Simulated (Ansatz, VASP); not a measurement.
**One calculation of SiO2, two programs**

```xyz
6
Lattice="4.1053 0.0000 0.0000 0.0000 4.1053 0.0000 0.0000 0.0000 2.5336" Properties=species:S:1:pos:R:3 pbc="T T T"
Si    2.0526    2.0526    1.2668
Si    0.0000    0.0000    0.0000
O     2.8508    2.8508    0.0000
O     0.7982    3.3071    1.2668
O     1.2545    1.2545    0.0000
O     3.3071    0.7982    1.2668
```

Alike in both runs: task single point; functional LDA; k mesh 6 × 6 × 8; occupations gaussian, width 0.05 eV; no spin polarisation.

|  | VASP | Ansatz |
| --- | --- | --- |
| version | VASP 6.6.1 | Ansatz 0.2.0 |
| potentials or method | VASP PAW LDA potentials, release 64 (Si, O) | scalar-relativistic, plane waves, PAW |
| plane-wave cutoff (eV) | 520 | 520 |
| valence electrons in the cell | 32 | 32 |

Ansatz gave:

```
gap on the k mesh at the Fermi level (eV) : 7.33
least direct gap on the mesh (eV)         : 7.33
rms of the force components (eV/Å)        : 0.203
```

Q: What did VASP give for the same quantities?

A: gap on the k mesh at the Fermi level (eV): 7.31; least direct gap on the mesh (eV): 7.31; rms of the force components (eV/Å): 0.231.

Atom by atom the forces differ by 0.028 eV/Å (rms over components). Ansatz warned: «pseudo_functional_mismatch».

 LDA gaps usually lie below the measured ones, often by a third to a half. A k mesh can miss the band edges.
